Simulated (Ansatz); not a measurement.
# PbO2, one cell by several methods

```yaml
crystal:
  lattice:
    - [3.41561, 0.00000, 0.00000]
    - [-1.70781, 2.95801, 0.00000]
    - [0.00000, 0.00000, 5.31488]
  atoms:
    - { symbol: Pb, position: [0.00000, 0.00000, 0.00000] }
    - { symbol: O, position: [0.33333, 0.66667, 0.19965] }
    - { symbol: O, position: [0.66667, 0.33333, 0.80035] }
```

Atoms are numbered in the order listed.

The cell was built from the CdI2 type and relaxed in the same program, and has space group P-3m1; it needn't be a known or the stable phase.

Spin–orbit coupling is left out, though it moves levels of the heavy atoms by tenths of an eV or more.

Methods: DFT, PBE, PAW with Ansatz's default frozen-core files, scalar-relativistic (Ansatz 0.2.0); DFT, PBE, all-electron LAPW, scalar-relativistic (Ansatz 0.2.0).

For PAW: a Γ-centred 14×14×8 k mesh, Fermi–Dirac smearing of 0.05 eV, cutoff 420 eV, no spin polarisation. LAPW targets a basis error of 0.5 meV/atom. The Ansatz runs share mesh, smearing and spin set-up. Plane-wave (PAW) pressures include the program's estimate of the Pulay term.

Stress and pressure are positive in compression.

Levels count from the top of the valence band.

PAW results:

```tsv
quantity	PAW
pressure (GPa)	0.01
band gap (eV)	0.874
highest filled level at Γ (eV)	-0.256
lowest empty level at Γ (eV)	0.874
highest filled level at A (eV)	-0.377
lowest empty level at A (eV)	1.642
highest filled level at H (eV)	-0.029
lowest empty level at H (eV)	3.733
```

Q: What does full-potential LAPW give for the same quantities?

A: 
```tsv
quantity	LAPW
pressure (GPa)	0.04
band gap (eV)	0.876
highest filled level at Γ (eV)	-0.255
lowest empty level at Γ (eV)	0.876
highest filled level at A (eV)	-0.379
lowest empty level at A (eV)	1.644
highest filled level at H (eV)	-0.029
lowest empty level at H (eV)	3.734
```
